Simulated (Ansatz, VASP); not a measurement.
## One calculation of Al, two programs

```
CELL_PARAMETERS angstrom
0.00000 2.01996 2.01996
2.01996 0.00000 2.01996
2.01996 2.01996 0.00000
ATOMIC_POSITIONS crystal
Al 0.00000 0.00000 0.00000
```

Alike in both runs: task single point; functional PBE; k mesh 13 × 13 × 13; no spin polarisation.

|  | VASP | Ansatz |
| --- | --- | --- |
| version | VASP 6.6.1 | Ansatz 0.2.0 |
| potentials or method | VASP PAW PBE potentials, release 64 (Al) | plane waves (420 eV) with PAW, scalar-relativistic |
| plane-wave cutoff (eV) | 520 | 420 |
| occupations | methfessel-paxton of order 1, width 0.6 eV | cold, width 0.6 eV |
| valence electrons in the cell | 3 | 3 |

|  | VASP | Ansatz | Ansatz less VASP |
| --- | --- | --- | --- |
| pressure (GPa) | 0.0 | 0.0 | +0.03 |
